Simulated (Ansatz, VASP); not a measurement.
# Two plane-wave programs on C

File POSCAR:

```
C
1.0
    2.1273200000     -1.2282800000      0.0000000000
    2.1273200000      1.2282800000      0.0000000000
   -1.3790700000      0.0000000000      3.5028300000
C
2
Direct
    0.8209294454      0.8378794454      0.9949422648
    0.1642600000      0.1634100000      0.9948100000
```

File INCAR.step1:

```
SYSTEM = C
PREC = Accurate
ENCUT = 520
ISMEAR = -1
SIGMA = 0.05
LREAL = .False.
LASPH = .True.
NELM = 60
NBANDS = 11
GGA = PE
ALGO = Normal
EDIFF = 1E-4
LWAVE = .True.
LCHARG = .False.
```

The input INCAR.step2:

```
SYSTEM = C
PREC = Accurate
ENCUT = 520
EDIFF = 1E-7
ISMEAR = -1
SIGMA = 0.05
LREAL = .False.
LASPH = .True.
NELM = 60
ALGO = Normal
ISIF = 2
LWAVE = .False.
LCHARG = .False.
METAGGA = R2SCAN
LMIXTAU = .True.
NBANDS = 11
ISTART = 1
```

KPOINTS

```
Automatic mesh
0
Gamma
  9 9 6
  0 0 0
```

Input for Ansatz:

```yaml
crystal:
  lattice:
    - [2.12732, -1.22828, 0.0]
    - [2.12732, 1.22828, 0.0]
    - [-1.37907, 0.0, 3.50283]
  atoms:
    - { symbol: C, position: [0.820929445446541, 0.837879445446541, 0.9949422647687727] }
    - { symbol: C, position: [0.16426, 0.16341, 0.99481] }
basis:
  ecutwfc: 650.0
  xc_grid: 2
kpoints:
  mp_grid:
    grid: [9, 9, 6]
hamiltonian:
  xc: r2scan
scf:
  convergence:
    dr2_threshold: 1.0e-09
  occupations:
    method: fermi_dirac
    width: 0.05
output:
  forces: true
  stress: true
```

This is a stacking variant of graphite.

Alike in both runs: task single point; functional r2SCAN; k mesh 9 × 9 × 6; occupations fermi-dirac, width 0.05 eV; no spin polarisation.

```csv
,VASP,Ansatz
version,VASP 6.6.1,Ansatz 0.2.0
potentials or method,"VASP PAW PBE potentials, release 64 (C)","plane waves, PAW"
plane-wave cutoff (eV),520,650
valence electrons in the cell,8,8
```

VASP gave:

* pressure (GPa): 0.7
* largest component of the traceless stress (GPa): 1.72
* rms of the force components (eV/Å): 0.702

Task: Estimate Ansatz's values.

Result: Pressure (GPa): 0.0; largest component of the traceless stress (GPa): 1.65; rms of the force components (eV/Å): 0.701.

Atom by atom the forces differ by 0.002 eV/Å (rms over components). Ansatz warned: «stress_scf_threshold_loose».

Caveats: the PAW data sets were made with another functional, which shifts forces and pressure a little (VASP).
